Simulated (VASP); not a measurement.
# PbS (Galena) (Fm-3m) in VASP: a series of runs, part 2 of 2

VASP 6.6.1. The steps go on from the part before.

## (3) Relaxation of cell and atoms, vdW-DF

The input, INCAR:

```
PREC = Accurate
ENCUT = 600
EDIFF = 1E-7
ISMEAR = -1
SIGMA = 0.05
LREAL = False
LASPH = True
NELM = 100
ALGO = Normal
ISIF = 3
LWAVE = False
LCHARG = False
GGA = RE
LUSE_VDW = True
AGGAC = 0.0
IBRION = 2
NSW = 40
EDIFFG = -0.01
```

The input, KPOINTS:

```
regular mesh
0
Gamma
  8 8 8
```

The input, POSCAR:

```
PbS
1.0
    0.0000000000      2.9657500000      2.9657500000
    2.9657500000      0.0000000000      2.9657500000
    2.9657500000      2.9657500000      0.0000000000
Pb S
1 1
Direct
    0.0000000000      0.0000000000      0.0000000000
    0.5000000000      0.5000000000      0.5000000000
```

Potentials or basis: VASP PAW PBE potentials, release 64 (Pb_d, S).

Launch:

```
$ cat potpaw_PBE.64/Pb_d/POTCAR potpaw_PBE.64/S/POTCAR > POTCAR
$ mpirun -np 1 vasp_std > vasp.out
```

Wall time 3.2 min (1 thread of Intel Xeon Platinum 8559C (Emerald Rapids), shared host); peak memory 0.47 GiB.

It converged, with:

| Item | Value |
| --- | --- |
| Free energy | -3.3755 eV |
| Relaxed volume | 28.50 Å³/atom |
| Relaxed cell | a = 4.320 Å, b = 4.320 Å, c = 4.320 Å, α = 60.00°, β = 60.00°, γ = 60.00° |
| Space group after relaxing (to 0.05 Å) | Fm-3m (No. 225) |
| Energy gained by relaxing | 36.2 meV/atom |
| Ionic steps | 3 |
| Pressure after relaxing | 0.0 GPa |
| Band gap on the k mesh | 0.80 eV, direct |

Step by step:
| step | energy change (eV) | largest force (eV/Å) | pressure (GPa) | volume (Å³) |
| --- | --- | --- | --- | --- |
| 1 | 0.0000 | 0.0000 | 5.19 | 52.17 |
| 2 | -0.0643 | 0.0000 | -1.40 | 58.82 |
| 3 | -0.0724 | 0.0000 | 0.03 | 56.99 |

Final structure:
```cif
data_structure
_symmetry_space_group_name_H-M 'P 1'
_symmetry_Int_Tables_number 1
_cell_length_a 4.3196
_cell_length_b 4.3196
_cell_length_c 4.3196
_cell_angle_alpha 60.000
_cell_angle_beta 60.000
_cell_angle_gamma 60.000
_cell_volume 56.99
loop_
_atom_site_label
_atom_site_type_symbol
_atom_site_fract_x
_atom_site_fract_y
_atom_site_fract_z
_atom_site_occupancy
Pb1 Pb 0.00000 0.00000 0.00000 1
S1 S 0.50000 0.50000 0.50000 1
```

Levels at points of the mesh, in eV from the valence-band top:
| k point | band 7 | band 8 | band 9 | band 10 | band 11 | band 12 | band 13 | band 14 |
| --- | --- | --- | --- | --- | --- | --- | --- | --- |
| (0.00, 0.00, 0.00) | -6.16 | -1.63 | -1.63 | -1.63 | 4.99 | 4.99 | 4.99 | 7.22 |
| (0.50, 0.00, 0.00) | -8.31 | -1.30 | -1.30 | 0.00 | 0.80 | 2.26 | 2.26 | 8.98 |
| (0.50, 0.50, 0.00) | -7.07 | -4.27 | -2.74 | -2.74 | 4.61 | 5.40 | 5.41 | 5.41 |

Caveat: the PAW data sets were made with another functional, which shifts forces and pressure a little; spin-orbit coupling is left out, which as a rule narrows the gap of such compounds by several tenths of an eV. A k mesh can miss the band edges.

## (4) Relaxation of cell and atoms, optB88-vdW

The input, INCAR:

```
AGGAC = 0.0
ALGO = Normal
EDIFF = 1E-6
EDIFFG = -0.02
ENCUT = 600
GGA = BO
IBRION = 2
ISIF = 3
ISMEAR = -1
LASPH = T
LCHARG = F
LREAL = F
LUSE_VDW = T
LWAVE = F
NELM = 100
NSW = 60
PARAM1 = 0.1833333333
PARAM2 = 0.22
PREC = Accurate
SIGMA = 0.05
```

The input, KPOINTS:

```
k-points
0
Gamma
  8 8 8
```

POSCAR is that of step 3.

Launch:

```
$ cat potpaw_PBE.64/Pb_d/POTCAR potpaw_PBE.64/S/POTCAR > POTCAR
$ mpirun -np 1 vasp_std > vasp.out
```

Run time: 2.3 min. Hardware: 1 thread of Intel Xeon Platinum 8559C (Emerald Rapids), shared host; peak memory 0.46 GiB.

Results (log left out):

```yaml
Free_energy: -4.1386 eV
Relaxed_volume: 26.90 Å³/atom
Relaxed_cell: a = 4.237 Å, b = 4.237 Å, c = 4.237 Å, α = 60.00°, β = 60.00°, γ = 60.00°
Space_group_after_relaxing_to_0.05_Å: Fm-3m (No. 225)
Energy_gained_by_relaxing: 4.5 meV/atom
Ionic_steps: 3
Pressure_after_relaxing: 0.0 GPa
Band_gap_on_the_k_mesh: 0.51 eV, direct
```

The path:
```csv
step,energy change (eV),largest force (eV/Å),pressure (GPa),volume (Å³)
1,0.0000,0.0000,1.83,52.17
2,-0.0076,0.0000,-0.68,54.45
3,-0.0090,0.0000,-0.01,53.79
```

Final structure:
```
Pb S
1.0
     0.00000    2.99612    2.99612
     2.99612    0.00000    2.99612
     2.99612    2.99612    0.00000
Pb S
1 1
Direct
  0.00000 0.00000 0.00000
  0.50000 0.50000 0.50000
```

Levels at points of the mesh, in eV from the valence-band top:
| k point | band 6 | band 7 | band 8 | band 9 | band 10 | band 11 | band 12 | band 13 | band 14 |
| --- | --- | --- | --- | --- | --- | --- | --- | --- | --- |
| (0.00, 0.00, 0.00) | -13.25 | -6.13 | -1.94 | -1.94 | -1.94 | 5.07 | 5.07 | 5.07 | 6.96 |
| (0.50, 0.00, 0.00) | -12.07 | -8.68 | -1.56 | -1.56 | 0.00 | 0.51 | 2.06 | 2.06 | 8.80 |
| (0.50, 0.50, 0.00) | -11.70 | -7.21 | -4.83 | -3.15 | -3.15 | 4.17 | 5.49 | 5.54 | 5.54 |

Caveat: the PAW data sets were made with another functional, which shifts forces and pressure a little; spin-orbit coupling is left out, which as a rule narrows the gap of such compounds by several tenths of an eV. Zero-point motion and thermal expansion aren't in these numbers.

## (5) Relaxation of cell and atoms, rev-vdW-DF2

The input, INCAR:

```
AGGAC = 0.0
ALGO = Normal
EDIFF = 1E-6
EDIFFG = -0.01
ENCUT = 600
GGA = MK
IBRION = 2
ISIF = 3
ISMEAR = -1
LASPH = T
LCHARG = F
LREAL = F
LUSE_VDW = T
LWAVE = F
NELM = 100
NSW = 40
PARAM1 = 0.1234
PARAM2 = 0.711357
PREC = Accurate
SIGMA = 0.05
ZAB_VDW = -1.8867
```

KPOINTS is that of step 4.

POSCAR is that of step 4.

Potentials or basis: VASP PAW PBE potentials, release 64 (Pb_d, S).

Launch:

```
$ cat potpaw_PBE.64/Pb_d/POTCAR potpaw_PBE.64/S/POTCAR > POTCAR
$ mpirun -np 1 vasp_std > vasp.out
```

OUTCAR:

```text
EDIFF = 1E-6
   EDIFFG = -0.01
   ENCUT = 600
   GGA = MK
   IBRION = 2
   ISIF = 3
   ISMEAR = -1
   LASPH = T
   LREAL = F
   NELM = 100
   NSW = 40
   PREC = Accurate

 ion  position               nearest neighbor table
   1  0.000  0.000  0.000-   2 2.97   2 2.97   2 2.97   2 2.97   2 2.97   2 2.97
   2  0.500  0.500  0.500-   1 2.97   1 2.97   1 2.97   1 2.97   1 2.97   1 2.97

  LATTYP: Found a face centered cubic cell.
 ALAT       =     5.9315000000

  Lattice vectors:

 A1 = (   0.0000000000,   2.9657500000,   2.9657500000)
 A2 = (   2.9657500000,   0.0000000000,   2.9657500000)
 A3 = (   2.9657500000,   2.9657500000,   0.0000000000)

Analysis of symmetry for initial positions (statically):
=====================================================================
 Subroutine PRICEL returns:
[... 265 lines left out ...]
 cond. band min:       5.8647971032   @ k =   0.5000   0.0000   0.0000
 fundamental gap:      0.3941813065
 Fermi energy:         5.6677132668

 k-point     1 :       0.0000    0.0000    0.0000
  band No.  band energies     occupation
      1     -11.2584      2.00000
      2     -11.2584      2.00000
      3     -11.2584      2.00000
      4     -11.2438      2.00000
      5     -11.2438      2.00000
      6      -7.9334      2.00000
      7      -0.6223      2.00000
      8       3.4323      2.00000
      9       3.4323      2.00000
     10       3.4323      2.00000
     11      10.5828      0.00000
     12      10.5828      0.00000
     13      10.5828      0.00000
     14      12.2921      0.00000
[... 377 lines left out ...]
      1     -11.3076      2.00000
      2     -11.2596      2.00000
      3     -11.2432      2.00000
      4     -11.2307      2.00000
      5     -11.2110      2.00000
      6      -6.4969      2.00000
      7      -2.9534      2.00000
      8       2.1750      2.00000
      9       2.5819      2.00000
     10       4.5439      2.00000
     11       7.0447      0.00000
     12       8.8716      0.00000
     13       9.4762      0.00000
     14      13.5133      0.00000

 [... further k-points ...]
[... 5 lines left out ...]
  --------------------------------------------------------------------------------------
  -------------------------------------------------------------------------------------
  Total       -0.0024003     -0.0024003     -0.0024003     -0.0000000     -0.0000000     -0.0000000
  in kB       -0.0725550     -0.0725550     -0.0725550     -0.0000000     -0.0000000     -0.0000000
  external PRESSURE =      -0.0725550 kB  Pullay stress =       0.0000000 kB
[... 21 lines left out ...]
  energy  without entropy=       -4.7115455508  energy(sigma->0) =       -4.71161925

Total vdW correction in eV:      3.2011744

 reached required accuracy - stopping structural energy minimisation
```

Run time: 2.5 min. Hardware: 1 thread of Intel Xeon Platinum 8559C (Emerald Rapids), shared host; peak memory 0.47 GiB.

What came out:

| Property | Result |
| --- | --- |
| Free energy | -4.7117 eV |
| Relaxed volume | 26.50 Å³/atom |
| Relaxed cell | a = 4.216 Å, b = 4.216 Å, c = 4.216 Å, α = 60.00°, β = 60.00°, γ = 60.00° |
| Space group after relaxing (to 0.05 Å) | Fm-3m (No. 225) |
| Energy gained by relaxing | 1.2 meV/atom |
| Ionic steps | 3 |
| Pressure after relaxing | 0.0 GPa |
| Band gap on the k mesh | 0.39 eV, direct |

The path:
| step | energy change (eV) | largest force (eV/Å) | pressure (GPa) | volume (Å³) |
| --- | --- | --- | --- | --- |
| 1 | 0.0000 | 0.0000 | 0.92 | 52.17 |
| 2 | -0.0021 | 0.0000 | -0.34 | 53.31 |
| 3 | -0.0024 | 0.0000 | -0.01 | 53.00 |

Final structure:
```yaml
crystal:
  lattice:
    - [0.00000, 2.98145, 2.98145]
    - [2.98145, 0.00000, 2.98145]
    - [2.98145, 2.98145, 0.00000]
  atoms:
    - { symbol: Pb, position: [0.00000, 0.00000, 0.00000] }
    - { symbol: S, position: [0.50000, 0.50000, 0.50000] }
```

Caveat: the PAW data sets were made with another functional, which shifts forces and pressure a little; spin-orbit coupling is left out, which as a rule narrows the gap of such compounds by several tenths of an eV.

## (6) For comparison

An earlier run on the cell as given: functional PBEsol; potentials or basis VASP PAW PBE potentials, release 64 (Pb_d, S); cutoff 520 eV; k mesh 8 × 8 × 8; occupations fermi-dirac, width 0.05 eV; no spin polarisation.

* Pressure: -0.9 GPa
* Band gap on the k mesh: 0.25 eV, direct

## (7) Overview

```tsv
task	level	cell	cutoff (eV)	ladder	gap on the mesh (eV)	pressure (GPa)	relaxed volume (Å³/atom)
relaxation of cell and atoms	BEEF-vdW	relaxed	600	-	0.70	0.0	27.75
relaxation of cell and atoms	vdW-DF	relaxed	600	-	0.80	0.0	28.50
relaxation of cell and atoms	optB88-vdW	relaxed	600	-	0.51	0.0	26.90
relaxation of cell and atoms	rev-vdW-DF2	relaxed	600	-	0.39	0.0	26.50
single point	PBEsol	as given	520	free	0.25	-0.9	-
```

Alike in all rows: potentials or basis VASP PAW PBE potentials, release 64 (Pb_d, S); no spin polarisation; k mesh 8 × 8 × 8; smearing fermi-dirac 0.05 eV.

Caveats: the PAW data sets were made with another functional, which shifts forces and pressure a little; spin-orbit coupling is left out, which as a rule narrows the gap of such compounds by several tenths of an eV.

Total energies depend on the potentials used, so only differences within one code and one set of settings carry meaning.
